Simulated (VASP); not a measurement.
Wanted: the native input for a VASP 6.6.1 run.

| Property | Result |
| --- | --- |
| Task | single point |
| Functional | RPBE |
| Potentials or basis | VASP PAW PBE potentials, release 64 (Na_pv) |
| Cutoff | 520 eV |
| k mesh | 11 × 11 × 11 |
| Occupations | fermi-dirac, width 0.1 eV |
| Spin | no spin polarisation |
| Dipole correction | no |
| Further INCAR settings | ALGO = Normal; EDIFF = 1e-07; NBANDS = 10 |

The structure of Na lies in POSCAR:

```
Na
1.0
    0.0000000000      2.8072660481      2.8072660481
    2.8072660481      0.0000000000      2.8072660481
    2.8072660481      2.8072660481      0.0000000000
Na
1
Direct
    0.0000000000      0.0000000000      0.0000000000
```

This isn't the form of Na at room conditions, which is bcc.

One way to write it, as run:

INCAR

```
ALGO = Normal
EDIFF = 1E-7
ENCUT = 520
GGA = RP
ISIF = 2
ISMEAR = -1
LASPH = True
LCHARG = False
LREAL = False
LWAVE = False
NBANDS = 10
NELM = 60
PREC = Accurate
SIGMA = 0.1
```

KPOINTS

```
k-points
0
Gamma
  11 11 11
```

Potentials or basis: VASP PAW PBE potentials, release 64 (Na_pv).

Run with:

```bash
$ cat potpaw_PBE.64/Na_pv/POTCAR > POTCAR
$ mpirun -np 1 vasp_std > vasp.out
```

It gave:

| Property | Result |
| --- | --- |
| Pressure | -0.6 GPa |
| Band gap on the k mesh | none (metal or under the smearing width) |

Caveat: the PAW data sets were made with another functional, which shifts forces and pressure a little.

Wall time 25 s on 1 thread of Intel(R) Xeon(R) Platinum 8259CL CPU @ 2.50GHz (Skylake/Cascade Lake) (shared host), peak memory 0.16 GiB.
